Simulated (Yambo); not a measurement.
**KCl (Sylvite): optical spectrum with LDA**

**What was measured.**

From a printed reference work, monograph, for a bulk crystal of KCl: band gap 8.68 eV.

KCl (Sylvite):

```
K Cl
1.0
     0.00000    3.14647    3.14647
     3.14647    0.00000    3.14647
     3.14647    3.14647    0.00000
K Cl
1 1
Direct
  0.00000 0.00000 0.00000
  0.50000 0.50000 0.50000
```

```
Program                             : Yambo 5.3.0
Task                                : optical spectrum
Functional                          : LDA
Potentials or basis                 : PseudoDojo 0.4.1 SR LDA standard
Cutoff                              : 980 eV
Density cutoff                      : 3918 eV
k mesh                              : 6 × 6 × 6
Occupations                         : fixed
Spin                                : no spin polarisation
k mesh of the self-consistent run   : 8 × 8 × 8
Form of the LDA                     : PW92
Direction of the field or of q to 0 : x
Broadening                          : 0.1 eV
Kernel                              : Hartree (RPA with local fields)
Top of the energy range             : 20 eV
Energy points                       : 200
Correction of the levels            : scissor
Scissor shift                       : 3.12 eV
Bands in the response               : 33
Cutoff of the response matrix       : 3 Ry
```

```yaml
Band_gap_on_the_k_mesh_mean-field_level: 4.74 eV, direct
Electronic_dielectric_constant_along_the_field: 2.00
Electronic_dielectric_constant_along_the_field_independent_particles: 2.29
```

Dielectric function (along the field direction of the input):
```tsv
energy (eV)	real part	imaginary part
0.30	2.00	0.01
1.31	2.01	0.01
2.31	2.03	0.01
3.32	2.07	0.01
4.42	2.13	0.01
5.43	2.22	0.01
6.43	2.35	0.02
7.54	2.68	0.06
8.54	3.59	0.81
9.55	3.34	1.27
10.65	3.76	3.39
11.66	0.71	1.32
12.66	2.21	0.79
13.77	1.39	3.24
14.77	-0.44	1.17
15.78	0.49	0.73
16.88	0.33	0.57
17.89	1.04	0.19
18.89	1.58	0.54
20.00	1.64	1.24
```

Run time: 110 s on 1 thread of Arm Neoverse V1 (shared host).

Measured gap of KCl: 8.68 eV (a printed reference work, monograph). This calculation gives 4.74 eV (-3.94 eV). The value is that of LDA on a finite k mesh, which can miss the band edges, without temperature or zero-point motion. Semilocal functionals fall short of measured gaps as a rule.

Caveat: the scissor is the correction of the direct gap in an earlier G0W0 run on the same states; spectra need much finer meshes, so this one isn't converged; these spectra lack excitons.
